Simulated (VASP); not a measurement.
# MgS (P6_3mc) in VASP: further runs

The runs below take MgS through phonons, Born charges and dielectric tensor, with PBEsol, LDA.

Everything below comes from runs of VASP 6.6.1. Logs are shortened: lines on timing, memory, paths and dates and some standing lists are left out, and cuts for length are marked.

### Step 1. Starting point

The structure is hexagonal, space group P6_3mc (No. 186). The conventional cell has a = 4.035 Å, b = 4.035 Å, c = 6.432 Å, α = 90.00°, β = 90.00°, γ = 120.00°. S (site symmetry 3m) has 4 Mg at 2.45 to 2.47 Å as nearest neighbours. Mg (site symmetry 3m) has 4 S at 2.45 to 2.47 Å as nearest neighbours.

The cell comes from a database or a generator and needn't be the stable form of this composition.

### Step 2. Phonons, PBEsol

Input file POSCAR:

```
MgS
1.0
    4.0346224068      0.0000000000      0.0000000000
   -2.0173112034      3.4940854990      0.0000000000
    0.0000000000      0.0000000000      6.4322941800
S Mg
2 2
Direct
    0.6666666667      0.3333333333      0.8792441500
    0.3333333333      0.6666666667      0.3792441500
    0.3333333333      0.6666666667      0.9957548500
    0.6666666667      0.3333333333      0.4957548500
```

Input file INCAR.step1:

```
PREC = Accurate
ENCUT = 600
EDIFF = 1E-8
ISMEAR = 0
SIGMA = 0.02
LREAL = F
LASPH = T
NELM = 60
ALGO = Normal
ISIF = 3
LWAVE = F
LCHARG = F
GGA = PS
IBRION = 2
NSW = 40
EDIFFG = -0.002
KPAR = 4
```

Input file INCAR.step2:

```
PREC = Accurate
ENCUT = 600
EDIFF = 1E-8
ISMEAR = 0
SIGMA = 0.02
LREAL = F
LASPH = T
NELM = 60
ALGO = Normal
ISIF = 2
LWAVE = F
LCHARG = F
GGA = PS
IBRION = 8
NSW = 1
LEPSILON = T
KPAR = 4
```

Input file KPOINTS:

```
regular mesh
0
Gamma
  8 8 4
```

Potentials or basis: VASP PAW PBE potentials, release 64 (S, Mg).

Command:

```bash
cat potpaw_PBE.64/S/POTCAR potpaw_PBE.64/Mg/POTCAR > POTCAR
cp INCAR.step1 INCAR
mpirun -np 4 vasp_std > vasp.out
cp CONTCAR POSCAR
cp INCAR.step2 INCAR
mpirun -np 4 vasp_std > vasp.out
```

OUTCAR:

```text
PREC = Accurate
   ENCUT = 600
   EDIFF = 1E-8
   ISMEAR = 0
   LREAL = F
   LASPH = T
   NELM = 60
   ISIF = 2
   GGA = PS
   IBRION = 8
   NSW = 1
   LEPSILON = T

 ion  position               nearest neighbor table
   1  0.667  0.333  0.879-   3 2.44   3 2.44   3 2.44   4 2.45
   2  0.333  0.667  0.379-   4 2.44   4 2.44   4 2.44   3 2.45
   3  0.333  0.667  0.996-   1 2.44   1 2.44   1 2.44   2 2.45
   4  0.667  0.333  0.496-   2 2.44   2 2.44   2 2.44   1 2.45

  LATTYP: Found a hexagonal cell.
 ALAT       =     4.0262134569
 C/A-ratio  =     1.5939234539

  Lattice vectors:

 A1 = (   4.0262134569,   0.0000000000,   0.0000000000)
 A2 = (  -2.0131067284,   3.4868031347,   0.0000000000)
 A3 = (   0.0000000000,   0.0000000000,   6.4174760592)

Analysis of symmetry for initial positions (statically):
=====================================================================
 Subroutine PRICEL returns:
 Original cell was already a primitive cell.

 Routine SETGRP: Setting up the symmetry group for a
 hexagonal supercell.

 Subroutine GETGRP returns: Found 12 space group operations
 (whereof  6 operations were pure point group operations)
 out of a pool of 24 trial point group operations.

The static configuration has the point symmetry C_3v.
 The point group associated with its full space group is C_6v.

Analysis of symmetry for dynamics (positions and initial velocities):
=====================================================================
 Subroutine PRICEL returns:
 Original cell was already a primitive cell.

 Routine SETGRP: Setting up the symmetry group for a
 hexagonal supercell.

 Subroutine GETGRP returns: Found 12 space group operations
 (whereof  6 operations were pure point group operations)
 out of a pool of 24 trial point group operations.

The dynamic configuration has the point symmetry C_3v.
 The point group associated with its full space group is C_6v.

 Subroutine INISYM returns: Found 12 space group operations
 (whereof  6 operations are pure point group operations),
 and found     1 'primitive' translations

----------------------------------------------------------------------------------------

                                     Primitive cell

  volume of cell :      90.0925

  direct lattice vectors                    reciprocal lattice vectors
     4.026213457  0.000000000  0.000000000     0.248372326  0.143397829  0.000000000
    -2.013106728  3.486803135  0.000000000     0.000000000  0.286795658  0.000000000
     0.000000000  0.000000000  6.417476059     0.000000000  0.000000000  0.155824500

  length of vectors
     4.026213457  4.026213457  6.417476059     0.286795658  0.286795658  0.155824500

  position of ions in fractional coordinates (direct lattice)
     0.666666667  0.333333333  0.878585195
     0.333333333  0.666666667  0.378585195
     0.333333333  0.666666667  0.996413805
     0.666666667  0.333333333  0.496413805

  ion indices of the primitive-cell ions
   primitive index   ion index
                 1           1
                 2           2
                 3           3
                 4           4

----------------------------------------------------------------------------------------

 KPOINTS: regular mesh

Automatic generation of k-mesh.
 Grid dimensions read from file:
 generate k-points for:    8    8    4

 Generating k-lattice:

  Cartesian coordinates                     Fractional coordinates (reciprocal lattice)
     0.031046541  0.017924729  0.000000000     0.125000000  0.000000000  0.000000000
[... 513 lines left out ...]
  free energy    TOTEN  =        -0.85499183 eV

  energy without entropy =       -0.85499183

------------------------ aborting loop because EDIFF is reached ----------------------------------------

--------------------------------------- Ionic step        2  -------------------------------------------

------------------------ aborting loop because EDIFF is reached ----------------------------------------

--------------------------------------- Ionic step        3  -------------------------------------------

------------------------ aborting loop because EDIFF is reached ----------------------------------------

 PIEZOELECTRIC TENSOR FIELD DIRECTION 3  (e Angst)
 -----------------------------------------------------------------------------
     1.13073  0.00000  0.00000           ( -0.03267  0.00000  0.00000)
     0.00000  1.13073  0.00000           (  0.00000 -0.03267  0.00000)
     0.00000  0.00000 -2.04352           (  0.00000  0.00000  0.07090)

 PIEZOELECTRIC TENSOR FIELD DIRECTION 3  (C/m^2)
 -----------------------------------------------------------------------------
     0.20109  0.00000  0.00000
     0.00000  0.20109  0.00000
     0.00000  0.00000 -0.36341

[... ionic steps 4 to 9 ...]

--------------------------------------- Ionic step       10  -------------------------------------------

------------------------ aborting loop because EDIFF is reached ----------------------------------------

[... ionic steps 11 to 11 ...]

--------------------------------------- Ionic step       12  -------------------------------------------

 Free energy of the ion-electron system (eV)
  ---------------------------------------------------
  ---------------------------------------------------
  free energy    TOTEN  =        -0.00306259 eV

  energy without entropy =       -0.00306259

------------------------ aborting loop because EDIFF is reached ----------------------------------------

 INTERNAL STRAIN TENSOR  FOR ION    3  DIRECTION 3   (eV/Angst):
 -----------------------------------------------------------------------------
    -3.58328 -0.00000  0.00000
     0.00000 -3.58328  0.00000
     0.00000  0.00000  7.89678

 MACROSCOPIC STATIC DIELECTRIC TENSOR (including local field effects in DFT)
 ------------------------------------------------------
           4.077081     0.000000     0.000000
           0.000000     4.077081     0.000000
           0.000000     0.000000     4.196393
 ------------------------------------------------------

 PIEZOELECTRIC TENSOR (including local field effects)  for field in x, y, z        (e  Angst)
          XX          YY          ZZ          XY          YZ          ZX
  --------------------------------------------------------------------------------
  x     0.00000     0.00000     0.00000     0.00000     0.00000     1.15949
  y    -0.00000    -0.00000    -0.00000     0.00000     1.15949     0.00000
  z     1.13073     1.13073    -2.04352     0.00000     0.00000     0.00000

 PIEZOELECTRIC TENSOR (including local field effects)  for field in x, y, z        (C/m^2)
          XX          YY          ZZ          XY          YZ          ZX
  --------------------------------------------------------------------------------
  x     0.00000     0.00000     0.00000     0.00000     0.00000     0.20620
  y    -0.00000    -0.00000    -0.00000     0.00000     0.20620     0.00000
  z     0.20109     0.20109    -0.36341     0.00000     0.00000     0.00000

 BORN EFFECTIVE CHARGES (including local field effects) (in |e|, cummulative output)
 ---------------------------------------------------------------------------------
 ion    1
    1    -1.87979    -0.00000     0.00000
    2     0.00000    -1.87979     0.00000
    3     0.00000    -0.00000    -1.95638
 ion    2
    1    -1.87979     0.00000    -0.00000
    2     0.00000    -1.87979     0.00000
    3     0.00000     0.00000    -1.95638
 ion    3
    1     1.87979     0.00000     0.00000
    2     0.00000     1.87979     0.00000
    3     0.00000     0.00000     1.95638
 ion    4
    1     1.87979     0.00000    -0.00000
    2     0.00000     1.87979     0.00000
    3     0.00000     0.00000     1.95638

 INTERNAL STRAIN TENSOR FOR ION    4 for displacements in x,y,z  (eV/Angst):
          X           Y           Z          XY          YZ          ZX
  --------------------------------------------------------------------------------
  x     0.00000    -0.00000     0.00000     5.23735    -0.00000    -3.58200
  y     5.23735    -5.23735     0.00000     0.00000    -3.50167    -0.00000
  z    -3.58328    -3.58328     7.89678    -0.00000     0.00000     0.00000

 SECOND DERIVATIVES (NOT SYMMETRIZED)
 ------------------------------------
               1X          1Y          1Z          2X          2Y          2Z          3X          3Y          3Z          4X          4Y          4Z
  1X    -6.074199   -0.000000    0.000000    0.251403    0.000000    0.000000    5.569029   -0.000000    0.000000    0.253766   -0.000000   -0.000000
  1Y    -0.000000   -6.074199    0.000000   -0.000000    0.251403   -0.000000   -0.000000    5.569029    0.000000    0.000000    0.253766    0.000000
  1Z     0.000000   -0.000000   -7.307186    0.000000    0.000000    2.211209   -0.000000    0.000000    1.635250    0.000000    0.000000    3.460727
  2X     0.251403   -0.000000    0.000000   -6.074199   -0.000000    0.000000    0.253766   -0.000000    0.000000    5.569029    0.000000    0.000000
  2Y    -0.000000    0.251403    0.000000   -0.000000   -6.074199   -0.000000   -0.000000    0.253766    0.000000   -0.000000    5.569029   -0.000000
  2Z     0.000000   -0.000000    2.211209    0.000000   -0.000000   -7.307186    0.000000   -0.000000    3.460727    0.000000   -0.000000    1.635250
  3X     5.567083   -0.000000   -0.000000    0.253790   -0.000000    0.000000   -5.817551    0.000000   -0.000000   -0.003323    0.000000    0.000000
  3Y     0.000000    5.567083    0.000000    0.000000    0.253790    0.000000    0.000000   -5.817551    0.000000   -0.000000   -0.003323   -0.000000
  3Z     0.000000   -0.000000    1.626613    0.000000    0.000000    3.470555    0.000000    0.000000   -6.749846   -0.000000   -0.000000    1.652678
  4X     0.253790    0.000000   -0.000000    5.567083    0.000000    0.000000   -0.003323    0.000000    0.000000   -5.817551    0.000000    0.000000
  4Y    -0.000000    0.253790   -0.000000    0.000000    5.567083   -0.000000    0.000000   -0.003323    0.000000    0.000000   -5.817551   -0.000000
  4Z     0.000000    0.000000    3.470555   -0.000000    0.000000    1.626613    0.000000    0.000000    1.652678    0.000000    0.000000   -6.749846

 Eigenvectors and eigenvalues of the dynamical matrix
 ----------------------------------------------------

   1 f  =   10.144564 THz    63.740174 2PiTHz  338.386225 cm-1    41.954526 meV
             X         Y         Z           dx          dy          dz
      2.013107  1.162268  5.638299    -0.000000    0.464350   -0.000000
     -0.000000  2.324535  2.429561    -0.000000    0.464350    0.000000
     -0.000000  2.324535  6.394462     0.000000   -0.533272   -0.000000
      2.013107  1.162268  3.185724     0.000000   -0.533272    0.000000
[... 71 lines left out ...]
  12 f/i=    0.000829 THz     0.005211 2PiTHz    0.027663 cm-1     0.003430 meV
             X         Y         Z           dx          dy          dz
      2.013107  1.162268  5.638299     0.274168   -0.457395   -0.000000
     -0.000000  2.324535  2.429561     0.274168   -0.457395   -0.000000
     -0.000000  2.324535  6.394462     0.238734   -0.398280   -0.000000
      2.013107  1.162268  3.185724     0.238734   -0.398280   -0.000000

--------------------------------------------------------------------------------------------------------

 MACROSCOPIC STATIC DIELECTRIC TENSOR IONIC CONTRIBUTION
 ------------------------------------------------------
           2.438184     0.000000    -0.000000
           0.000000     2.438184    -0.000000
          -0.000000    -0.000000     3.016721
 ------------------------------------------------------

 ELASTIC MODULI CONTR FROM IONIC RELAXATION (kBar)
 Direction    XX          YY          ZZ          XY          YZ          ZX
 --------------------------------------------------------------------------------
 XX        -310.8187    131.5857    197.5200      0.0000     -0.0000      0.0000
 YY         131.5857   -310.8187    197.5200     -0.0000      0.0000     -0.0000
 ZZ         197.5200    197.5200   -435.3459      0.0000     -0.0000     -0.0000
 XY           0.0000     -0.0000      0.0000   -221.2022     -0.0000      0.0000
 YZ          -0.0000      0.0000     -0.0000     -0.0000    -74.9140     -0.0000
 ZX           0.0000     -0.0000     -0.0000      0.0000     -0.0000    -80.4328
 --------------------------------------------------------------------------------

 PIEZOELECTRIC TENSOR IONIC CONTR  for field in x, y, z        (C/m^2)
          XX          YY          ZZ          XY          YZ          ZX
  --------------------------------------------------------------------------------
  x     0.00000    -0.00000    -0.00000     0.00000    -0.00000    -0.41670
  y    -0.00000     0.00000    -0.00000    -0.00000    -0.40215    -0.00000
  z    -0.48925    -0.48925     1.07834    -0.00000     0.00000     0.00000
```

Run time: 6.3 min. Hardware: 4 MPI ranks of Intel Xeon Platinum 8259CL at 2.50GHz (Skylake/Cascade Lake), shared host; peak memory 0.62 GiB.

Results:

* Relaxed volume: 22.52 Å³/atom
* Relaxed cell: a = 4.026 Å, b = 4.026 Å, c = 6.417 Å, α = 90.00°, β = 90.00°, γ = 120.00°
* Space group after relaxing (to 0.05 Å): P6_3mc (No. 186)
* Electronic dielectric tensor (diagonal): 4.08, 4.08, 4.20
* Born charges (mean of the diagonal): S -1.91; Mg +1.91 e
* Highest phonon frequency at Γ, LO-TO splitting left out: 338 cm⁻¹

Step by step:
```tsv
step	energy change (eV)	largest force (eV/Å)	pressure (GPa)	volume (Å³)
1	0.0000	0.0451	-0.38	90.68
2	-0.0011	0.0054	0.07	89.97
3	-0.0011	0.0098	0.02	90.04
4	-0.0011	0.0046	0.00	90.07
5	-0.0011	0.0015	-0.01	90.09
6	-0.0011	0.0013	-0.01	90.09
7	-0.0011	0.0004	-0.01	90.09
```

Final structure:
```yaml
crystal:
  lattice:
    - [4.02621, 0.00000, 0.00000]
    - [-2.01311, 3.48680, 0.00000]
    - [0.00000, 0.00000, 6.41748]
  atoms:
    - { symbol: S, position: [0.66667, 0.33333, 0.87859] }
    - { symbol: S, position: [0.33333, 0.66667, 0.37859] }
    - { symbol: Mg, position: [0.33333, 0.66667, 0.99641] }
    - { symbol: Mg, position: [0.66667, 0.33333, 0.49641] }
```

Phonon frequencies in cm⁻¹ (negative: imaginary):
| q point | frequencies |
| --- | --- |
| (0.000, 0.000, 0.000) | 0 0 0 85 85 261 317 326 334 334 338 338 |

Electronic dielectric tensor:
```
4.08 0.00 0.00
0.00 4.08 0.00
0.00 0.00 4.20
```

Born effective charge tensors (e):
atom 1, S
```
-1.88  0.00  0.00
 0.00 -1.88  0.00
 0.00  0.00 -1.96
```
atom 2, S
```
-1.88  0.00  0.00
 0.00 -1.88  0.00
 0.00  0.00 -1.96
```
atom 3, Mg
```
1.88 0.00 0.00
0.00 1.88 0.00
0.00 0.00 1.96
```
atom 4, Mg
```
1.88 0.00 0.00
0.00 1.88 0.00
0.00 0.00 1.96
```

Caveat: the PAW data sets were made with another functional, which shifts forces and pressure a little.

(Continued in part 2 of 2.)
